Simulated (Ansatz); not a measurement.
# Ir: a surface, (111), 6 layers, part 2 of 2

Aim: cut a slab of Ir (111), 6 layers from the relaxed bulk, relax it, and get surface energy and work function. The runs shown use LAPW. Companion runs by PAW are cited. Its runs: bulk in the slab's orientation (LAPW); the reference run (LAPW); atoms relaxed (LAPW); field of 0.2 V/Å along the normal (LAPW).

Ansatz 0.2.0; DFT PBEsol; a cell built from a prototype (fcc type), not taken from measurement. Earlier steps stand in the parts before.

### 5 Atoms relaxed, LAPW

input.yaml

```yaml
crystal:
  lattice:
    - [2.7091695293, 0.0, 0.0]
    - [-1.3545847646, 2.3462096355, 0.0]
    - [0.0, 0.0, 27.0601]
  atoms:
    - { symbol: Ir, position: [0.1666666667, 0.3333333333, 0.2975314506] }
    - { symbol: Ir, position: [0.5, 1.0, 0.3775878029] }
    - { symbol: Ir, position: [0.8333333333, 0.6666666667, 0.4590008068] }
    - { symbol: Ir, position: [0.1666666667, 0.3333333333, 0.5409991932] }
    - { symbol: Ir, position: [0.5, 1.0, 0.6224121964] }
    - { symbol: Ir, position: [0.8333333333, 0.6666666667, 0.7024685495] }
kpoints:
  mp_grid: { grid: [14, 14, 1] }
scf:
  occupations: { method: fermi_dirac, width: 0.08 }
hamiltonian:
  xc: pbesol
  pseudopotentials: { kind: all_electron, lapw: { basis_error: 0.001 } }
output:
  forces: true
  stress: true
  eigenvalues: true
relax:
  f_tol: 0.01
  max_steps: 12
efield:
  axis: 3
  amplitude: 0
  dipole_correction: true
```

The run is started by

```
ansatz run input.yaml --threads 2 --pin off --max-ram 5120MiB --backend cpu --events-out ev --progress --plain --runs-dir out
```

Log, shortened:

```text
[...]
LAPW: plane waves up to 9.122 Å⁻¹, error target 1.0e-3 eV per atom; small_component_spin mean_spin; Ir in spheres of 1.296 Å, 47 of its electrons in bands, Dirac shells []
[...]
Pseudopotentials: kind: all_electron
Pseudopotential: Ir, LAPW, valence charge 47, Koelling and Harmon's equation, gaussian nucleus
Functional definition: PBEsol
[...]
Crystal: 6 atoms, lattice volume = 172.002 Å³
Basis set: ecut = 317.0501816907252 eV, 2119 PW (Γ), exchange–correlation at level 2
Bands: 170, of which v1, the nominal top of the filled ones, is band 141 counted from 1 (140 counted from 0)
Symmetry: 6 space group operations
k-points: 24 of 196 (time reversal used)
[...]
E sigma→0 (E₀):  -2909336.206417 eV
Entropy (-TS):   -0.139600 eV (-23.267 meV/atom)
Fermi energy:    12.829638 eV
Dipole field:    D = -0.000000 V/Å  (p = -0.000000 e·Å, saw-weighted, corrected)
Work function:   Φ+ = 5.6150 eV   Φ− = 5.6150 eV
Levels:          The Fermi level and band energies are counted from a zero that moves with the ramp; work functions are not
[...]
--- Forces (eV/Å), atoms counted from 1 ---
  atom   1  Ir     0.00000000     0.00000000    -0.00092487
  atom   2  Ir     0.00000000     0.00000000     0.00516592
  atom   3  Ir     0.00000000     0.00000000    -0.00469885
  atom   4  Ir     0.00000000    -0.00000000     0.00469866
  atom   5  Ir    -0.00000000    -0.00000000    -0.00516547
  atom   6  Ir    -0.00000000    -0.00000000     0.00092459
[...]
--- Stress (GPa, compression-positive) ---
       -3.901235       0.000000       0.000000
        0.000000      -3.901235      -0.000000
        0.000000      -0.000000      -0.009577
  P = ⅓ Tr σ = -2.6040 GPa (-26.040 kbar)
--- Band table (eV; the first three rows and the last of 24) ---
```

### 6 The log goes on: atoms relaxed, LAPW

The log, continued, shortened:

```text
[...]
--- Relaxed structure (2 steps of the walk, 2 accepted, 0 SCFs on fresh bases) ---
  F+E_penalty+E_count = -2909336.27621702 eV   max|allowed force component| = 5.166e-3 eV/Å
  atoms:
    - { symbol: Ir, position: [0.16666666666666666, 0.3333333333333333, 0.29753145059999997] }
    - { symbol: Ir, position: [0.49999999999999994, 1.0, 0.37758780289999994] }
    - { symbol: Ir, position: [0.8333333333333335, 0.6666666666666666, 0.45900080679999994] }
    - { symbol: Ir, position: [0.16666666666666666, 0.3333333333333333, 0.5409991931999999] }
    - { symbol: Ir, position: [0.49999999999999994, 1.0, 0.6224121963999999] }
    - { symbol: Ir, position: [0.8333333333333335, 0.6666666666666666, 0.7024685495] }
```

It took 3.3 min on 2 threads of Intel Xeon 6975P-C (Granite Rapids), shared host; peak memory 1.6 GiB.

Relaxation path:

```csv
step,energy from step 1 (eV/cell),largest force component (eV/Å)
1,0.0000,0.0051
2,0.0000,0.0052
```

Step 1 is the start. Step 2 solves the same geometry again.

Result: no gap; largest force 0.005 eV/Å; work function 5.62 eV.

### 7 Field of 0.2 V/Å along the normal, LAPW

input.yaml: that of step 5 with these lines changed.

```diff
@@ -23,8 +23,5 @@
   eigenvalues: true
-relax:
-  f_tol: 0.01
-  max_steps: 12
 efield:
   axis: 3
-  amplitude: 0
+  amplitude: 0.2
   dipole_correction: true
```

The run is started by

```
ansatz run input.yaml --threads 2 --pin off --max-ram 5120MiB --backend cpu --events-out ev --progress --plain --runs-dir out
```

Log, shortened:

```text
LAPW: plane waves up to 8.785 Å⁻¹, error target 1.0e-3 eV per atom; small_component_spin mean_spin; Ir in spheres of 1.336 Å, 41 of its electrons in bands, Dirac shells []
[...]
[... 3 set-up lines as earlier in the session ...]
[...]
Crystal: 6 atoms, lattice volume = 172.002 Å³
Basis set: ecut = 294.0533474170661 eV, 1983 PW (Γ), exchange–correlation at level 2
Bands: 148, of which v1, the nominal top of the filled ones, is band 123 counted from 1 (122 counted from 0)
[... 1 set-up line as earlier in the session ...]
k-points: 24 of 196 (time reversal used)
[...]
Fermi energy:    12.828271 eV
Dipole field:    D = 0.105398 V/Å  (p = 0.100185 e·Å, saw-weighted, corrected)
Work function:   not extracted (applied field tilts the vacuum); planar V_es + V_field profile in the machine report
Levels:          The Fermi level and band energies are counted from a zero that moves with the ramp; work functions are not
[...]
--- Forces (eV/Å), atoms counted from 1 ---
  atom   1  Ir     0.00000000     0.00000000    -0.00361127
  atom   2  Ir     0.00000000     0.00000000     0.00491638
  atom   3  Ir     0.00000000     0.00000000    -0.00207728
  atom   4  Ir     0.00000000    -0.00000000     0.00738181
  atom   5  Ir     0.00000000    -0.00000000    -0.00548154
  atom   6  Ir    -0.00000000    -0.00000000    -0.00112740
[...]
--- Stress (GPa, compression-positive) ---
       -3.893934       0.000000      -0.000000
        0.000000      -3.893934      -0.000000
       -0.000000      -0.000000      -0.005831
  P = ⅓ Tr σ = -2.5979 GPa (-25.979 kbar)
--- Band table (eV; the first three rows and the last of 24) ---
[...]
```

It took 1.9 min on 2 threads of Intel Xeon 6975P-C (Granite Rapids), shared host; peak memory 1.4 GiB.

Result: no gap; largest force 0.007 eV/Å.

### 8 All runs together

Rows by PAW come from runs of the same series that aren't printed here.

| run | surface energy (J/m²) | work function (eV; upper / lower face where they differ) | gap (eV) | largest force (eV/Å) | time |
| --- | --- | --- | --- | --- | --- |
| Slab as cut, LAPW | 2.698 | 5.64 | none | 0.484 | 2 min |
| Atoms relaxed, LAPW | 2.667 | 5.62 | none | 0.005 | 3.3 min |
| Field of 0.2 V/Å along the normal, LAPW | – | – | none | 0.007 | 1.9 min |
| Slab as cut, PAW | 2.695 | 5.64 | none | 0.484 | 6.9 s |
| Atoms relaxed, PAW | 2.665 | 5.61 | none | 0.005 | 26 s |
| Field of 0.2 V/Å along the normal, PAW | – | – | none | 0.007 | 7.3 s |
| Core holes in 4f of Ir, PAW | – | – | none | 0.005 | 26 s |

Surface energy: (F of the slab less that of as many bulk atoms) over twice the area, the bulk computed in the slab's orientation.

Core-hole binding energies as the program printed them (eV):

```csv
atom,atoms alike,shell,binding,shift
Ir1,2,4f,61.14,0.00
Ir2,2,4f,61.75,0.61
Ir3,2,4f,61.70,0.56
```

### 9 Outcome

The summary covers parts 1 to 2.

```
                                      quantity                               value
                surface energy (LAPW, relaxed)                           2.67 J/m²
                 work function (LAPW, relaxed)                             5.62 eV
                    outer layer spacing (LAPW)                       2.21 → 2.17 Å
                 surface energy (PAW, relaxed)                           2.66 J/m²
                  work function (PAW, relaxed)                             5.61 eV
                     outer layer spacing (PAW)                       2.21 → 2.17 Å
core-level shifts among the layers (PAW holes)  Ir1 +0.00, Ir2 +0.61, Ir3 +0.56 eV
```

What this shows: By LAPW the surface costs 2.70 J/m² as cut and 2.67 J/m² relaxed. The outermost spacing changes by -2.1 % (LAPW). The field of 0.2 V/Å along the normal induces a dipole of 0.100 e·Å per cell (LAPW). The outermost spacing changes by -2.1 % (PAW). The field of 0.2 V/Å along the normal induces a dipole of 0.100 e·Å per cell (PAW). Thickness wasn't converged, and no reconstruction was sought. Spin-orbit coupling is left out, though the cell holds Ir; in elements this heavy it can shift bands and gaps by tenths of an eV.
